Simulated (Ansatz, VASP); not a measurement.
This is a calculation of AlNi3 for Ansatz 0.2.0.

File input.yaml:

```yaml
crystal:
  lattice:
    - [3.4994093517, 0.0, 0.0]
    - [0.0, 3.4994093517, 0.0]
    - [0.0, 0.0, 3.4994093517]
  atoms:
    - { symbol: Ni, position: [0.5, 0.5, 0.0], spin: 1.0 }
    - { symbol: Ni, position: [0.5, 0.0, 0.5], spin: 1.0 }
    - { symbol: Ni, position: [0.0, 0.5, 0.5], spin: 1.0 }
    - { symbol: Al, position: [0.0, 0.0, 0.0] }
hamiltonian:
  xc: pbe
  pseudopotentials: { kind: paw }
magnetization:
  spin_polarized: true
kpoints:
  mp_grid: { grid: [8, 8, 8] }
scf:
  occupations: { method: fermi_dirac, width: 0.05 }
output:
  forces: true
  stress: true
  eigenvalues: true
```

Potentials or basis: Ansatz PAW.

The run is started by

```bash
$ ansatz run input.yaml --threads 1 --pin off --max-ram 3584MiB --backend cpu --events-out ev --progress --plain --runs-dir out
```

Question: Translate it to VASP 6.6.1. Potentials there: VASP PAW PBE potentials, release 64 (Ni, Al).

Answer: As run (the cutoff follows the program's own potentials):

INCAR

```
ALGO = Normal
EDIFF = 1E-7
ENCUT = 520
GGA = PE
ISIF = 2
ISMEAR = -1
ISPIN = 2
LASPH = T
LCHARG = F
LMAXMIX = 4
LORBIT = 11
LREAL = F
LWAVE = F
MAGMOM = 1 1 1 0
NBANDS = 28
NELM = 150
PREC = Accurate
SIGMA = 0.05
```

KPOINTS

```
k-points
0
Gamma
  8 8 8
```

The input POSCAR:

```
AlNi3
1.0
    3.4994093517      0.0000000000      0.0000000000
    0.0000000000      3.4994093517      0.0000000000
    0.0000000000      0.0000000000      3.4994093517
Ni Al
3 1
Direct
    0.5000000000      0.5000000000      0.0000000000
    0.5000000000      0.0000000000      0.5000000000
    0.0000000000      0.5000000000      0.5000000000
    0.0000000000      0.0000000000      0.0000000000
```

Potentials or basis: VASP PAW PBE potentials, release 64 (Ni, Al).

Launch:

```sh
$ cat potpaw_PBE.64/Ni/POTCAR potpaw_PBE.64/Al/POTCAR > POTCAR
$ mpirun -np 1 vasp_std > vasp.out
```

Both were run:

|  | VASP | Ansatz | Ansatz less VASP |
| --- | --- | --- | --- |
| gap on the k mesh at the Fermi level (eV) | none | none | - |
| pressure (GPa) | 11.8 | 11.9 | +0.07 |
| net moment per atom (μB) | 0.16 | 0.17 | +0.009 |
| size of the moment on the site where the two differ most (μB) | 0.23 | 0.25 | +0.024 |

Site moments also hang on the region over which each program counts them. A gap of «none» marks a metal or a gap that the smearing closes. The two sets of potentials don't hold the same shells in valence.
